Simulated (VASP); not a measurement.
Here is a VASP 6.6.1 calculation.

Contents of POSCAR:

```
BaS
1.0
   -0.0036906500      3.3819582600      3.3912497800
    3.3098268900      0.0709750500      3.3165850900
    3.2714285900      3.2688952700      0.1093723500
Ba S
1 1
Direct
    0.9877200000      0.0113570000      0.9916770000
    0.4942130000      0.4947010000      0.5183230000
```

Contents of INCAR.step1:

```
PREC     = Accurate       # precision mode
ENCUT    = 520            # plane-wave cutoff, eV
ISMEAR   = -5             # smearing method
SIGMA    = 0.1            # smearing width, eV
LREAL    = F              # projectors in reciprocal space
LASPH    = T              # aspherical terms in the spheres
NELM     = 100            # most SCF steps
NBANDS   = 15             # bands
GGA      = PE             # functional
ALGO     = Normal         # electronic algorithm
EDIFF    = 1E-4           # SCF threshold, eV
LWAVE    = T              # write WAVECAR
LCHARG   = F              # write CHGCAR
```

File INCAR.step2:

```
PREC     = Accurate       # precision mode
ENCUT    = 520            # plane-wave cutoff, eV
EDIFF    = 1E-7           # SCF threshold, eV
ISMEAR   = -1             # smearing method
SIGMA    = 0.1            # smearing width, eV
LREAL    = F              # projectors in reciprocal space
LASPH    = T              # aspherical terms in the spheres
NELM     = 100            # most SCF steps
ALGO     = Normal         # electronic algorithm
ISIF     = 2              # what is computed and relaxed
LWAVE    = F              # write WAVECAR
LCHARG   = F              # write CHGCAR
METAGGA  = R2SCAN         # meta-GGA
LMIXTAU  = T            
LORBIT   = 11             # projections on sites
NBANDS   = 15             # bands
ISTART   = 1
```

The input KPOINTS:

```
Automatic mesh
0
Gamma
  5 5 5
```

Potentials or basis: VASP PAW PBE potentials, release 64 (Ba_sv, S).

Command:

```bash
$ cat potpaw_PBE.64/Ba_sv/POTCAR potpaw_PBE.64/S/POTCAR > POTCAR
$ cp INCAR.step1 INCAR
$ mpirun -np 1 vasp_std > vasp.out
$ cp INCAR.step2 INCAR
$ mpirun -np 1 vasp_std > vasp.out
```

Predict the pressure.

-2.3 GPa.

Estimate the largest force.

0.181 eV/Å.

Forces in eV/Å, atoms in the order of the input:
```
Ba   0.047  0.171 -0.040
S   -0.047 -0.171  0.040
```

Caveat: the PAW data sets were made with another functional, which shifts forces and pressure a little.
